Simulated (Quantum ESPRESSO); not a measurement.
Runs of Quantum ESPRESSO 7.5 on PtS2. Symmetry: P-3m1, No. 164, trigonal system. The conventional cell has a = 3.543 Å, b = 3.543 Å, c = 5.039 Å, α = 90.00°, β = 90.00°, γ = 120.00°. Pt (site symmetry -3m) is surrounded by 6 S at 2.34 Å. S (site symmetry 3m) has 3 Pt at 2.34 Å as nearest neighbours. 

```csv
task,level,potentials or basis,cell,k mesh,cutoff (eV),symmetry,SCF threshold,form of the LDA correlation,gap on the mesh (eV),pressure (GPa),V0 of scaled cells (Å³/atom),B0 (GPa),largest force (eV/Å)
band structure,r2SCAN,SG15 PBE 1.2,as given,7 × 7 × 4,952,off,1e-08 Ry,-,1.03,9.3,-,-,1.23
single point,PBEsol,GBRV 1.5 PBEsol,as given,9 × 9 × 5,612,-,6e-10 Ry,-,0.95,6.0,-,-,0.94
single point,PBEsol,GBRV 1.5 PBEsol,"atoms moved at random, drawn with an rms of 0.05 Å",9 × 9 × 5,612,-,6e-10 Ry,-,0.82,4.3,-,-,1.09
band structure,LDA,GBRV 1.5 LDA,as given,9 × 9 × 5,612,-,6e-10 Ry,PZ81,0.90,3.4,-,-,(b)
equation of state,LDA,GBRV 1.5 LDA,as given,9 × 9 × 5,612,-,6e-10 Ry,PZ81,-,-,18.68,(a),-
equation of state,PBEsol,GBRV 1.5 PBEsol,as given,9 × 9 × 5,612,-,6e-10 Ry,-,-,-,19.01,139,-
band structure,PBEsol,GBRV 1.5 PBEsol,as given,9 × 9 × 5,612,-,6e-10 Ry,-,0.95,6.0,-,-,0.94
```

Alike in all rows: no spin polarisation; smearing fermi-dirac 0.05 eV.

Fill in the values left out.

(a) 148; (b) 0.81.

Caveats: spin-orbit coupling is left out, which moves the levels of the heavy elements (some runs); an odd mesh through Γ misses points on the zone boundary, where band edges often lie (some runs); the cell was scaled at fixed shape and fractional positions, which overstates the stiffness of a crystal with free parameters, most of all of layers and chains (some runs); the potentials were made for another functional, which shifts forces and pressure (some runs).

A k mesh can miss the band edges, and the runs leave out spin-orbit coupling on Pt.

The runs don't all hold the same shells in valence.
